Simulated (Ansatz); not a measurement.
CoO:

```
Co O
1.0
     1.50547    0.86918    2.43993
    -1.50547    0.86918    2.43993
     0.00000   -1.73837    2.43993
Co O
1 1
Direct
  0.00000 0.00000 0.00000
  0.50000 0.50000 0.50000
```

The cell is a database's computed one.

Base run:

```yaml
Program: Ansatz 0.2.0
Functional: PBEsol
Potentials_or_basis: Ansatz PAW
Cutoff: "420 eV (not typed: the program's choice for these potentials)"
k_mesh: 11 × 11 × 11
Occupations: fermi-dirac, width 0.05 eV
Spin: collinear spin, ferromagnetic start
Starting_moments: "[2.0, 0.0] μB"
Hubbard_terms: Co d U = 8 eV
```

Its results: band gap on the k mesh 1.79 eV, indirect (least direct gap 3.21 eV); pressure 7.5 GPa; net moment 3.00 μB per cell; site moments Co +2.67; O +0.14 μB.

Question: After a change of settings the same cell gave: band gap on the k mesh 0.93 eV, indirect (least direct gap 1.77 eV); pressure 0.7 GPa; net moment 3.00 μB per cell; site moments Co +2.58; O +0.25 μB. Which change was it?
A. hubbard terms from Co d U = 8 eV to none; hubbard projectors from ortho-atomic (the default) to none
B. hubbard terms from Co d U = 8 eV to Co d U = 6 eV
C. hubbard terms from Co d U = 8 eV to Co d U = 3 eV

Answer: C.

Caveats: the magnetic or orbital state may not be the lowest; a cell with one magnetic atom can't hold antiferromagnetic order, which such compounds often take; the PAW data sets come from PBE, with cores solved anew for the run's functional, which leaves a small shift of forces and pressure.
